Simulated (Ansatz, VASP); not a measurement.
## Ta: VASP beside Ansatz

INCAR

```
PREC = Accurate ; ENCUT = 520
EDIFF = 1E-8 ; ISMEAR = -1
SIGMA = 0.05 ; LREAL = False
LASPH = True ; NELM = 80
ALGO = Normal ; ISIF = 2
LWAVE = False ; LCHARG = False
GGA = PS ; LEFG = True
NBANDS = 12
```

KPOINTS

```
regular mesh
0
Gamma
  15 15 15
```

The input POSCAR:

```
Ta
1.0
   -1.6567660204      1.6567660204      1.6567660204
    1.6567660204     -1.6567660204      1.6567660204
    1.6567660204      1.6567660204     -1.6567660204
Ta
1
Direct
    0.0000000000      0.0000000000      0.0000000000
```

Input for Ansatz:

```yaml
crystal:
  lattice:
    - [-1.6567660204, 1.6567660204, 1.6567660204]
    - [1.6567660204, -1.6567660204, 1.6567660204]
    - [1.6567660204, 1.6567660204, -1.6567660204]
  atoms:
    - { symbol: Ta, position: [0.0, 0.0, 0.0] }
kpoints:
  mp_grid: { grid: [15, 15, 15] }
scf:
  occupations: { method: fermi_dirac, width: 0.05 }
hamiltonian:
  xc: pbesol
  pseudopotentials: { kind: all_electron, datasets: crystal }
output:
  forces: true
  stress: true
  eigenvalues: true
  efg: { contact_densities: true }
```

Change from the starting cell: volume scaled by 1.01, crystal datasets.

Alike in both runs: task electric field gradients; functional PBEsol; k mesh 15 × 15 × 15; occupations fermi-dirac, width 0.05 eV; no spin polarisation.

```csv
,VASP,Ansatz
version,VASP 6.6.1,Ansatz 0.2.0
potentials or method,"VASP PAW PBE potentials, release 64 (Ta_pv)","all-electron PAW with datasets made for the crystal, scalar-relativistic"
plane-wave cutoff (eV),520,see its input
```

```csv
,VASP,Ansatz,Ansatz less VASP
pressure (GPa),-5.8,-6.0,-0.19
Vzz of the field gradient on the site that differs most (V/Å²),0.0,0.0,0.00
```

Ansatz ran all-electron here, so the differences hold the error of VASP's frozen core and of both bases. Ansatz warned: «gradients_without_spin_orbit».

Caveats: the PAW data sets were made with another functional, which shifts forces and pressure a little (VASP). The runs have no spin-orbit coupling, so splittings on Ta are missing.
